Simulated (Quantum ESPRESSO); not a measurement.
Runs of Quantum ESPRESSO 7.5 on Na. Symmetry: Im-3m, No. 229, cubic system. The conventional cell has a = 4.282 Å, b = 4.282 Å, c = 4.282 Å, α = 90.00°, β = 90.00°, γ = 90.00°. Na (site symmetry m-3m) has 8 Na at 3.71 Å as nearest neighbours. 

| task | level | potentials or basis | cell | k mesh | cutoff (eV) | smearing | iterations | SCF threshold | form of the LDA correlation | ASE optimiser | dispersion computed by | gap on the mesh (eV) | pressure (GPa) | relaxed volume (Å³/atom) |
| --- | --- | --- | --- | --- | --- | --- | --- | --- | --- | --- | --- | --- | --- | --- |
| energy-loss spectrum | PBE | SG15 PBE 1.2 | as given | 7 × 7 × 7 | 952 | cold 0.2 eV | 200 | 2e-10 Ry | - | - | - | none | -0.6 | - |
| phonons | PBE | GBRV 1.5 PBE | relaxed | 9 × 9 × 9 | 612 | cold 0.2 eV | - | 2e-10 Ry | - | - | - | none | 0.0 | - |
| phonons | PBEsol | GBRV 1.5 PBEsol | relaxed | 9 × 9 × 9 | 612 | cold 0.136 eV | - | 2e-10 Ry | - | - | - | none | 0.0 | - |
| phonons | LDA | JTH 2.0 LDA | relaxed | 9 × 9 × 9 | 490 | gaussian 0.272 eV | - | 2e-10 Ry | PW92 | - | - | none | -0.2 | - |
| relaxation of cell and atoms | PBEsol+D4 | PseudoDojo 0.4.1 SR PBE standard | relaxed | 9 × 9 × 9 | 1197 | fermi-dirac 0.05 eV | - | 2e-10 Ry | - | LBFGS | dftd4 4.3.1 through ASE | none | 0.0 | 35.84 |
| relaxation of cell and atoms | PBEsol | PseudoDojo 0.4.1 SR PBE standard | relaxed | 9 × 9 × 9 | 1197 | fermi-dirac 0.05 eV | - | 2e-10 Ry | - | BFGS | - | none | 0.0 | 36.03 |
| band structure | LDA | PseudoDojo 0.4.1 SR LDA stringent | as given | 9 × 9 × 9 | 1197 | fermi-dirac 0.05 eV | - | 2e-10 Ry | PW92 | - | - | none | (a) | - |
| Wannier functions | PBE | JTH 2.0 PBE | as given | 7 × 7 × 7 | 490 | fermi-dirac 0.05 eV | 0 | 2e-10 Ry | - | - | - | none | (b) | - |
| band structure | LDA | JTH 2.0 LDA | as given | 9 × 9 × 9 | 490 | fermi-dirac 0.05 eV | - | 2e-10 Ry | PW92 | - | - | none | -1.6 | - |
| single point | PBE | SSSP 1.3 efficiency PBE | as given | 9 × 9 × 9 | 748 | fermi-dirac 0.05 eV | - | 2e-10 Ry | - | - | - | none | -0.4 | - |
| band structure | PBE | PseudoDojo 0.4.1 SR PBE standard | as given | 9 × 9 × 9 | 1197 | fermi-dirac 0.05 eV | - | 2e-10 Ry | - | - | - | none | -0.4 | - |

Alike in all rows: no spin polarisation.

Question: Fill in the values left out.

Answer: (a) -1.1; (b) -0.9.

Caveats: the q point doesn't lie on the k mesh, which can shift a metal's frequencies strongly unless the mesh is converged (some runs); the cutoff is low for these files, which shifts pressure and relaxed volume (some runs); the potentials were made for another functional, which shifts forces and pressure (some runs); the wave vector is under the mesh spacing, so the intraband response is poorly sampled (some runs); the Lanczos chain is short for so many electrons, so humps in the spectrum may be artefacts (some runs); the volume moved by over 15 % at a fixed basis, so the end points are rough (some runs); pairwise dispersion overbinds metals, which lowers pressure and volume (some runs).

A k mesh can miss the band edges.

A gap of «none» marks a metal or a gap under the smearing width.

Not every run made on this cell is shown here.
